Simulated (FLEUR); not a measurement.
# SnO (P4/nmm) in FLEUR: settings compared

The runs below take SnO through band structure, equation of state, with LDA, PBEsol.

Program: FLEUR MaX-R8.1 (later development tree). These are calculated values, not measurements. Logs are shortened: lines on timing, memory, paths and dates and some standing lists are left out, and cuts for length are marked.

### Step 1. The crystal as given

The structure is tetragonal, space group P4/nmm (No. 129). The conventional cell has a = 3.814 Å, b = 3.814 Å, c = 4.887 Å, α = 90.00°, β = 90.00°, γ = 90.00°. Around Sn (site symmetry 4mm) lie 4 O at 2.23 Å. O (site symmetry -4m2) is surrounded by 4 Sn at 2.23 Å.

The cell is a database's computed one.

### Step 2. Band structure, LDA

inp.xml reads:

```xml
<?xml version="1.0" encoding="UTF-8" standalone="no"?>
<fleurInput fleurInputVersion="0.39">
   <comment>
      SnO                                                                                                 
   </comment>
   <calculationSetup>
      <cutoffs Kmax="4.42" Gmax="13.7" GmaxXC="13.7" numbands="0"/>
      <scfLoop itmax="60" minDistance="0.00001" maxIterBroyd="15" imix="Anderson" alpha="0.05" precondParam="0.0" spinf="2.0" sdNocoIR="T"/>
      <coreElectrons ctail="T" frcor="F" kcrel="0" coretail_lmax="0"/>
      <xcFunctional name="vwn" relativisticCorrections="F"/>
      <magnetism jspins="1"/>
      <soc l_soc="F" theta="0.0" phi="0.0" spav="F"/>
      <expertModes spex="0" secvar="F"/>
      <geometryOptimization l_f="F" forcealpha="1.0" forcemix="BFGS" epsdisp="0.00001" epsforce="0.00001"/>
      <ldaU l_linMix="F" mixParam="0.05" spinf="1.0"/>
   </calculationSetup>
   <cell>
      <bzIntegration valenceElectrons="56.0" mode="hist" fermiSmearingEnergy="0.00183747">
         <kPointListSelection listName="default-1"/>
         <!-- k-points included here -->
         <xi:include xmlns:xi="http://www.w3.org/2001/XInclude" href="kpts.xml"> </xi:include>
      </bzIntegration>
      <!-- symmetry operations included here -->
      <xi:include xmlns:xi="http://www.w3.org/2001/XInclude" href="sym.xml"> </xi:include>
      <bulkLattice scale="1.0">
[... 32 lines left out ...]
         </electronConfig>
         <energyParameters s="2" p="2" d="3" f="4"/>
         <lo type="SCLO" l="0" n="2" eDeriv="2"/>
         <lo type="SCLO" l="1" n="2" eDeriv="2"/>
         <lo type="SCLO" l="2" n="3" eDeriv="2"/>
      </species>
   </atomSpecies>
   <atomGroups>
      <atomGroup species="Tin (Sn)">
         <relPos label="                   1">1.000/4.000 -1.000/4.000 -.2353738600</relPos>
         <relPos label="                   2">-1.000/4.000 1.000/4.000 .2353738600</relPos>
         <force calculate="T" relaxXYZ="TTT"/>
      </atomGroup>
      <atomGroup species="Oxygen (O)">
         <relPos label="                   3">-1.000/4.000 -1.000/4.000 .0000000000</relPos>
         <relPos label="                   4">1.000/4.000 1.000/4.000 .0000000000</relPos>
         <force calculate="T" relaxXYZ="TTT"/>
      </atomGroup>
   </atomGroups>
   <output dos="F" band="F" slice="F">
      <checks vchk="F" cdinf="F"/>
      <bandDOS minEnergy="-.5*Htr" maxEnergy="0.5*Htr" sigma="0.015" storeEVData="T"/>
      <vacuumDOS vacdos="F" integ="F" star="F" nstars="0" locx1="0.0" locy1="0.0" locx2="0.0" locy2="0.0" nstm="0" tworkf="0.0"/>
      <unfoldingBand unfoldBand="F" supercellX="1" supercellY="1" supercellZ="1"/>
      <plotting iplot="0" polar="F">
         <plot TwoD="T" vec1="  1.0  0.0  0.0" vec2="  0.0  1.0  0.0" vec3="  0.0  0.0  1.0" zero="  0.0  0.0  0.0" file="plot"/>
      </plotting>
      <chargeDensitySlicing numkpt="0" minEigenval="0.0" maxEigenval="0.0" nnne="0" pallst="F"/>
      <specialOutput eonly="F"/>
      <moessbauerParams electricFieldGradient="T" isomerShift="T" coreHyperfine="T" valenceHyperfine="T"/>
      <magneticCircularDichroism mcd="F" energyLo="-10.0" energyUp="0.0"/>
   </output>
  <!-- We include the file relax.xml here to enable relaxations (see documentation) -->
  <xi:include xmlns:xi="http://www.w3.org/2001/XInclude" href="relax.xml"> <xi:fallback/> </xi:include>
</fleurInput>
```

crystal.txt reads:

```
SnO
&input cartesian=F /
3.8136952200  0.0000000000  0.0000000000
0.0000000000  3.8136952200  0.0000000000
0.0000000000  0.0000000000  4.8869133000
1.8897261246
1.0 1.0 1.0

4
50 0.5000000000  0.0000000000  0.7646261400
50 0.0000000000  0.5000000000  0.2353738600
8 0.0000000000  0.0000000000  0.0000000000
8 0.5000000000  0.5000000000  0.0000000000

&kpt div1=7 div2=7 div3=6 gamma=T /
```

inp.xml (bands) reads:

```
<?xml version="1.0" encoding="UTF-8" standalone="no"?>
<fleurInput fleurInputVersion="0.39">
   <comment>
      SnO                                                                                                 
   </comment>
   <calculationSetup>
      <cutoffs Kmax="4.42" Gmax="13.7" GmaxXC="13.7" numbands="0"/>
      <scfLoop itmax="60" minDistance="0.00001" maxIterBroyd="15" imix="Anderson" alpha="0.05" precondParam="0.0" spinf="2.0" sdNocoIR="T"/>
      <coreElectrons ctail="T" frcor="F" kcrel="0" coretail_lmax="0"/>
      <xcFunctional name="vwn" relativisticCorrections="F"/>
      <magnetism jspins="1"/>
      <soc l_soc="F" theta="0.0" phi="0.0" spav="F"/>
      <expertModes spex="0" secvar="F"/>
      <geometryOptimization l_f="F" forcealpha="1.0" forcemix="BFGS" epsdisp="0.00001" epsforce="0.00001"/>
      <ldaU l_linMix="F" mixParam="0.05" spinf="1.0"/>
   </calculationSetup>
   <cell>
      <bzIntegration valenceElectrons="56.0" mode="hist" fermiSmearingEnergy="0.00183747">
         <kPointListSelection listName="path-1"/>
         <!-- k-points included here -->
         <xi:include xmlns:xi="http://www.w3.org/2001/XInclude" href="kpts.xml"> </xi:include>
      </bzIntegration>
      <!-- symmetry operations included here -->
      <xi:include xmlns:xi="http://www.w3.org/2001/XInclude" href="sym.xml"> </xi:include>
      <bulkLattice scale="1.0">
[... 32 lines left out ...]
         </electronConfig>
         <energyParameters s="2" p="2" d="3" f="4"/>
         <lo type="SCLO" l="0" n="2" eDeriv="2"/>
         <lo type="SCLO" l="1" n="2" eDeriv="2"/>
         <lo type="SCLO" l="2" n="3" eDeriv="2"/>
      </species>
   </atomSpecies>
   <atomGroups>
      <atomGroup species="Tin (Sn)">
         <relPos label="                   1">1.000/4.000 -1.000/4.000 -.2353738600</relPos>
         <relPos label="                   2">-1.000/4.000 1.000/4.000 .2353738600</relPos>
         <force calculate="T" relaxXYZ="TTT"/>
      </atomGroup>
      <atomGroup species="Oxygen (O)">
         <relPos label="                   3">-1.000/4.000 -1.000/4.000 .0000000000</relPos>
         <relPos label="                   4">1.000/4.000 1.000/4.000 .0000000000</relPos>
         <force calculate="T" relaxXYZ="TTT"/>
      </atomGroup>
   </atomGroups>
   <output dos="F" band="T" slice="F">
      <checks vchk="F" cdinf="F"/>
      <bandDOS minEnergy="-.5*Htr" maxEnergy="0.5*Htr" sigma="0.015" storeEVData="T"/>
      <vacuumDOS vacdos="F" integ="F" star="F" nstars="0" locx1="0.0" locy1="0.0" locx2="0.0" locy2="0.0" nstm="0" tworkf="0.0"/>
      <unfoldingBand unfoldBand="F" supercellX="1" supercellY="1" supercellZ="1"/>
      <plotting iplot="0" polar="F">
         <plot TwoD="T" vec1="  1.0  0.0  0.0" vec2="  0.0  1.0  0.0" vec3="  0.0  0.0  1.0" zero="  0.0  0.0  0.0" file="plot"/>
      </plotting>
      <chargeDensitySlicing numkpt="0" minEigenval="0.0" maxEigenval="0.0" nnne="0" pallst="F"/>
      <specialOutput eonly="F"/>
      <moessbauerParams electricFieldGradient="T" isomerShift="T" coreHyperfine="T" valenceHyperfine="T"/>
      <magneticCircularDichroism mcd="F" energyLo="-10.0" energyUp="0.0"/>
   </output>
  <!-- We include the file relax.xml here to enable relaxations (see documentation) -->
  <xi:include xmlns:xi="http://www.w3.org/2001/XInclude" href="relax.xml"> <xi:fallback/> </xi:include>
</fleurInput>
```

Potentials or basis: all-electron, FLAPW.

Launch:

```
inpgen -f crystal.txt -profile fastHighL
# inp.xml edited to the form shown
mpirun -n 4 fleur_MPI -pe_per_kpt 1
mpirun -n 4 fleur_MPI -pe_per_kpt 1   # second run, on inp.xml (bands)
```

Standard output:

```text
Welcome to FLEUR        (www.flapw.de)
      MaX-Release 8.1          (www.max-centre.eu)

 ========== k-point set info ==========
 Selected k-point list: default-1
 k-point list type: mesh
 7 x 7 x 6
 Number of k points: 40

 ------------Calculation Setup---------------------------
 Number of MPI-tasks      :            4
 Number of PE/node        :            4
 Number of OMP-threads    :            1
 Using exactly            1  PE per kpt
 Using exactly            1  PE per kpt
 Using exactly            1  PE per kpt
 Using exactly            1  PE per kpt
 k-points in parallel     :            4
 pe's per k-point         :            1
 No of k-point loops      :           10
 Eigenvalue solver        :       lapack
 Number of basis functions:          850
 Approximate size of matrices (H+S) per k-point:         0.011 GB
 --------------------------------------------------------
 Iteration:     1   Distance:      21.04406759 me/bohr^3
 Iteration:     2   Distance:      17.29228344 me/bohr^3
 Iteration:     3   Distance:       5.75551738 me/bohr^3
 Iteration:     4   Distance:       6.39288922 me/bohr^3
 Iteration:     5   Distance:       1.17925679 me/bohr^3
 Iteration:     6   Distance:       0.41458168 me/bohr^3
 Iteration:     7   Distance:       0.31134852 me/bohr^3
 Iteration:     8   Distance:       0.06488165 me/bohr^3
 Iteration:     9   Distance:       0.06104347 me/bohr^3
 Iteration:    10   Distance:       0.01500466 me/bohr^3
 Iteration:    11   Distance:       0.00402562 me/bohr^3
 Iteration:    12   Distance:       0.00354373 me/bohr^3
 Iteration:    13   Distance:       0.00013828 me/bohr^3
 Iteration:    14   Distance:       0.00012597 me/bohr^3
 Iteration:    15   Distance:       0.00002010 me/bohr^3
 Iteration:    16   Distance:       0.00001887 me/bohr^3
 Iteration:    17   Distance:       0.00000564 me/bohr^3

 ********************************************************************
 Run finished successfully
 Stop message:
   all done
 ********************************************************************
```

Run time: 55 s. Hardware: 4 MPI ranks of AMD EPYC 7R43 (Zen 3), shared host.

Results:

* Free energy: -340067.6835 eV
* Band gap on the k mesh: 0.46 eV, indirect (least direct gap 2.01 eV)
* Band gap along the path: 0.21 eV, indirect (least direct gap 2.00 eV)
* Valence electrons inside the program's atomic spheres: Sn 19.24; O 5.22 (radii Sn 2.26, O 1.63 bohr)

Levels at the corners of the path, in eV from the valence-band top:
```
point  band 26  band 27  band 28  band 29  band 30  band 31
    Γ    -3.08    -3.08    -0.01     2.06     4.18     4.78
    X    -4.76    -2.60    -2.60     3.13     3.13     5.88
    M    -2.41    -1.85    -1.85     0.21     0.21     4.45
    Γ    -3.08    -3.08    -0.01     2.06     4.18     4.78
    Z    -3.10    -3.10    -2.11     1.58     3.03     3.03
    R    -4.73    -1.66    -1.66     2.56     2.56     5.45
    A    -2.61    -2.41    -2.41     2.46     2.46     3.94
    Z    -3.10    -3.10    -2.11     1.58     3.03     3.03
    X    -4.76    -2.60    -2.60     3.13     3.13     5.88
    R    -4.73    -1.66    -1.66     2.56     2.56     5.45
    M    -2.41    -1.85    -1.85     0.21     0.21     4.45
    A    -2.61    -2.41    -2.41     2.46     2.46     3.94
```

Core levels (eV from the Fermi level):
| atom | levels |
| --- | --- |
| 1 Sn | 1s1/2 -28957.2, 2s1/2 -4367.4, 2p1/2 -4081.5, 2p3/2 -3851.2, 3s1/2 -838.7, 3p1/2 -722.4, 3p3/2 -680.4, 3d3/2 -474.0, 3d5/2 -465.3 |
| 2 Sn | 1s1/2 -28957.2, 2s1/2 -4367.4, 2p1/2 -4081.5, 2p3/2 -3851.2, 3s1/2 -838.7, 3p1/2 -722.4, 3p3/2 -680.4, 3d3/2 -474.0, 3d5/2 -465.3 |
| 3 O | 1s1/2 -502.6 |
| 4 O | 1s1/2 -502.6 |

Caveat: spin-orbit coupling is left out, which moves the levels of the heavy elements; the mesh misses the band edges, which the band path finds closer together.

### Step 3. Equation of state, PBEsol, 16.70 Å³/atom (volume scaled by 0.94)

Changes to inp.xml since step 2:

```diff
@@ -6,6 +6,6 @@
    <calculationSetup>
-      <cutoffs Kmax="4.42" Gmax="13.7" GmaxXC="13.7" numbands="0"/>
+      <cutoffs Kmax="4.53" Gmax="14.0" GmaxXC="14.0" numbands="0"/>
       <scfLoop itmax="60" minDistance="0.00001" maxIterBroyd="15" imix="Anderson" alpha="0.05" precondParam="0.0" spinf="2.0" sdNocoIR="T"/>
       <coreElectrons ctail="T" frcor="F" kcrel="0" coretail_lmax="0"/>
-      <xcFunctional name="vwn" relativisticCorrections="F"/>
+      <xcFunctional name="PBEs" relativisticCorrections="F"/>
       <magnetism jspins="1"/>
@@ -13,3 +13,3 @@
       <expertModes spex="0" secvar="F"/>
-      <geometryOptimization l_f="F" forcealpha="1.0" forcemix="BFGS" epsdisp="0.00001" epsforce="0.00001"/>
+      <geometryOptimization l_f="F" forcealpha="1.0" forcemix="BFGS" epsdisp="0.0005" epsforce="0.0002"/>
       <ldaU l_linMix="F" mixParam="0.05" spinf="1.0"/>
@@ -24,3 +24,3 @@
       <xi:include xmlns:xi="http://www.w3.org/2001/XInclude" href="sym.xml"> </xi:include>
-      <bulkLattice scale="1.0">
+      <bulkLattice scale="0.9795861087">
          <bravaisMatrix>
@@ -34,3 +34,3 @@
       <species name="Tin (Sn)" element="Sn" atomicNumber="50">
-         <mtSphere radius="2.26" gridPoints="747" logIncrement="0.017"/>
+         <mtSphere radius="2.19" gridPoints="747" logIncrement="0.017"/>
          <atomicCutoffs lmax="9" lnonsphr="9"/>
@@ -50,3 +50,3 @@
       <species name="Oxygen (O)" element="O" atomicNumber="8">
-         <mtSphere radius="1.63" gridPoints="539" logIncrement="0.02"/>
+         <mtSphere radius="1.59" gridPoints="539" logIncrement="0.02"/>
          <atomicCutoffs lmax="8" lnonsphr="8"/>
```

Potentials or basis: all-electron, FLAPW.

Launch:

```
inpgen -f crystal.txt -profile fastHighL
# inp.xml edited to the form shown
mpirun -n 4 fleur_MPI -pe_per_kpt 1
```

It took 54 s on 4 MPI ranks of Arm Neoverse V1, shared host.

Results (log left out):

| Quantity | Value |
| --- | --- |
| Free energy | -340217.7377 eV |
| Band gap on the k mesh | 0.13 eV, indirect (least direct gap 1.97 eV) |
| Valence electrons inside the program's atomic spheres | Sn 19.06; O 5.14 (radii Sn 2.19, O 1.59 bohr) |

Caveat: spin-orbit coupling is left out, which moves the levels of the heavy elements; an odd mesh through Γ misses points on the zone boundary, where band edges often lie.

### Step 4. Equation of state, PBEsol, 17.06 Å³/atom (volume scaled by 0.96)

Changes to inp.xml since step 3:

```diff
@@ -24,3 +24,3 @@
       <xi:include xmlns:xi="http://www.w3.org/2001/XInclude" href="sym.xml"> </xi:include>
-      <bulkLattice scale="0.9795861087">
+      <bulkLattice scale="0.9864848297">
          <bravaisMatrix>
```

Launch:

```
inpgen -f crystal.txt -profile fastHighL
# inp.xml edited to the form shown
mpirun -n 4 fleur_MPI -pe_per_kpt 1
```

Wall time 56 s (4 MPI ranks of Arm Neoverse V1, shared host).

Results (log left out):

* Free energy: -340217.7797 eV
* Band gap on the k mesh: 0.21 eV, indirect (least direct gap 1.98 eV)
* Valence electrons inside the program's atomic spheres: Sn 19.05; O 5.13 (radii Sn 2.19, O 1.59 bohr)

Caveat: spin-orbit coupling is left out, which moves the levels of the heavy elements; an odd mesh through Γ misses points on the zone boundary, where band edges often lie.

### Step 5. Equation of state, PBEsol, 17.41 Å³/atom (volume scaled by 0.98)

Changes to inp.xml since step 4:

```diff
@@ -24,3 +24,3 @@
       <xi:include xmlns:xi="http://www.w3.org/2001/XInclude" href="sym.xml"> </xi:include>
-      <bulkLattice scale="0.9864848297">
+      <bulkLattice scale="0.9932883884">
          <bravaisMatrix>
```

Launch:

```
inpgen -f crystal.txt -profile fastHighL
# inp.xml edited to the form shown
mpirun -n 4 fleur_MPI -pe_per_kpt 1
```

Wall time 58 s (4 MPI ranks of Arm Neoverse V1, shared host).

The run converged. Its results:

| Item | Value |
| --- | --- |
| Free energy | -340217.8009 eV |
| Band gap on the k mesh | 0.28 eV, indirect (least direct gap 1.98 eV) |
| Valence electrons inside the program's atomic spheres | Sn 19.04; O 5.12 (radii Sn 2.19, O 1.59 bohr) |

Caveat: spin-orbit coupling is left out, which moves the levels of the heavy elements; an odd mesh through Γ misses points on the zone boundary, where band edges often lie.

### Step 6. Equation of state, PBEsol, 17.77 Å³/atom

Changes to inp.xml since step 5:

```diff
@@ -24,3 +24,3 @@
       <xi:include xmlns:xi="http://www.w3.org/2001/XInclude" href="sym.xml"> </xi:include>
-      <bulkLattice scale="0.9932883884">
+      <bulkLattice scale="1.0000000000">
          <bravaisMatrix>
```

Potentials or basis: all-electron, FLAPW.

Launch:

```
inpgen -f crystal.txt -profile fastHighL
# inp.xml edited to the form shown
mpirun -n 4 fleur_MPI -pe_per_kpt 1
```

Wall time 61 s (4 MPI ranks of Arm Neoverse V1, shared host).

Results (log left out):

```
Free energy                                           : -340217.8041 eV
Band gap on the k mesh                                : 0.35 eV, indirect (least direct gap 1.99 eV)
Valence electrons inside the program's atomic spheres : Sn 19.03; O 5.10 (radii Sn 2.19, O 1.59 bohr)
```

Caveat: spin-orbit coupling is left out, which moves the levels of the heavy elements; an odd mesh through Γ misses points on the zone boundary, where band edges often lie.

### Step 7. Equation of state, PBEsol, 18.12 Å³/atom (volume scaled by 1.02)

Changes to inp.xml since step 6:

```diff
@@ -24,3 +24,3 @@
       <xi:include xmlns:xi="http://www.w3.org/2001/XInclude" href="sym.xml"> </xi:include>
-      <bulkLattice scale="1.0000000000">
+      <bulkLattice scale="1.0066227096">
          <bravaisMatrix>
```

Launch:

```
inpgen -f crystal.txt -profile fastHighL
# inp.xml edited to the form shown
mpirun -n 4 fleur_MPI -pe_per_kpt 1
```

Wall time 63 s (4 MPI ranks of Arm Neoverse V1, shared host).

The run converged. Its results:

| Quantity | Value |
| --- | --- |
| Free energy | -340217.7912 eV |
| Band gap on the k mesh | 0.42 eV, indirect (least direct gap 1.99 eV) |
| Valence electrons inside the program's atomic spheres | Sn 19.02; O 5.09 (radii Sn 2.19, O 1.59 bohr) |

Caveat: spin-orbit coupling is left out, which moves the levels of the heavy elements; an odd mesh through Γ misses points on the zone boundary, where band edges often lie.

### Step 8. Equation of state, PBEsol, 18.48 Å³/atom (volume scaled by 1.04)

Changes to inp.xml since step 7:

```diff
@@ -24,3 +24,3 @@
       <xi:include xmlns:xi="http://www.w3.org/2001/XInclude" href="sym.xml"> </xi:include>
-      <bulkLattice scale="1.0066227096">
+      <bulkLattice scale="1.0131594038">
          <bravaisMatrix>
```

Launch:

```
inpgen -f crystal.txt -profile fastHighL
# inp.xml edited to the form shown
mpirun -n 4 fleur_MPI -pe_per_kpt 1
```

Wall time 65 s (4 MPI ranks of Arm Neoverse V1, shared host).

The run converged. Its results:

| Quantity | Value |
| --- | --- |
| Free energy | -340217.7631 eV |
| Band gap on the k mesh | 0.49 eV, indirect (least direct gap 1.97 eV) |
| Valence electrons inside the program's atomic spheres | Sn 19.02; O 5.08 (radii Sn 2.19, O 1.59 bohr) |

Caveat: spin-orbit coupling is left out, which moves the levels of the heavy elements; an odd mesh through Γ misses points on the zone boundary, where band edges often lie.

### Step 9. Equation of state, PBEsol, 18.84 Å³/atom (volume scaled by 1.06)

Changes to inp.xml since step 8:

```diff
@@ -24,3 +24,3 @@
       <xi:include xmlns:xi="http://www.w3.org/2001/XInclude" href="sym.xml"> </xi:include>
-      <bulkLattice scale="1.0131594038">
+      <bulkLattice scale="1.0196128224">
          <bravaisMatrix>
```

Potentials or basis: all-electron, FLAPW.

Launch:

```
inpgen -f crystal.txt -profile fastHighL
# inp.xml edited to the form shown
mpirun -n 4 fleur_MPI -pe_per_kpt 1
```

Wall time 68 s (4 MPI ranks of Arm Neoverse V1, shared host).

The run converged. Its results:

```
Free energy                                           : -340217.7223 eV
Band gap on the k mesh                                : 0.55 eV, indirect (least direct gap 1.94 eV)
Valence electrons inside the program's atomic spheres : Sn 19.01; O 5.07 (radii Sn 2.19, O 1.59 bohr)
```

Caveat: spin-orbit coupling is left out, which moves the levels of the heavy elements; an odd mesh through Γ misses points on the zone boundary, where band edges often lie.

### Step 10. Equation of state, PBEsol

This step only gathers the single runs of the series.

Results:

```
Equilibrium volume                        : 17.66 Å³/atom
Bulk modulus at fixed shape and positions : 95 GPa
Pressure derivative of the bulk modulus   : 4.5
```

Energy against volume, from the lowest point:
| volume (Å³/atom) | energy (meV/atom) |
| --- | --- |
| 16.703 | 16.60 |
| 17.058 | 6.08 |
| 17.414 | 0.79 |
| 17.769 | 0.00 |
| 18.125 | 3.22 |
| 18.480 | 10.23 |
| 18.835 | 20.44 |

Caveat: the cell was scaled at fixed shape and fractional positions, which overstates the stiffness of a crystal with free parameters, most of all of layers and chains.
